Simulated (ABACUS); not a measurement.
Runs of ABACUS 3.10.1 on GaN. It takes space group F-43m (No. 216, cubic). Conventional cell: a = 4.507 Å, b = 4.507 Å, c = 4.507 Å, α = 90.00°, β = 90.00°, γ = 90.00°. Ga (site symmetry -43m) is surrounded by 4 N at 1.95 Å. N (site symmetry -43m) is surrounded by 4 Ga at 1.95 Å. The cell is a database's computed one.

```tsv
task	potentials or basis	cell	cutoff (eV)	SCF threshold on the density	eigensolver	gap on the mesh (eV)	pressure (GPa)	V0 of scaled cells (Å³/atom)	B0 (GPa)
single point	PseudoDojo NC SR 0.4.1 PBE standard, DZP LCAO (the cutoffs set its grid)	atoms moved at random, drawn with an rms of 0.05 Å	1361	1e-07	genelpa	2.08	7.5	-	-
equation of state	PseudoDojo NC SR 0.4.1 PBE standard, plane waves	as given	1143	1e-08	dav	-	-	11.77	(b)
equation of state	PseudoDojo NC SR 0.4.1 PBE standard, DZP LCAO (the cutoffs set its grid)	as given	1361	1e-07	genelpa	-	-	11.93	(a)
single point	PseudoDojo NC SR 0.4.1 PBE standard, DZP LCAO (the cutoffs set its grid)	as given	1361	1e-07	genelpa	2.17	7.3	-	-
```

Alike in all rows: level PBE; no spin polarisation; k mesh 10 × 10 × 10; smearing fermi-dirac 0.05 eV.

Problem. Estimate the missing entries.

Solution. (a) 162; (b) 172.

Caveats: the atomic orbitals were generated for these runs and aren't a published set (some runs); the basis of atomic orbitals isn't converged, which shifts pressures, moduli and gaps (some runs).

A k mesh can miss the band edges, and the runs leave out spin-orbit coupling on Ga.
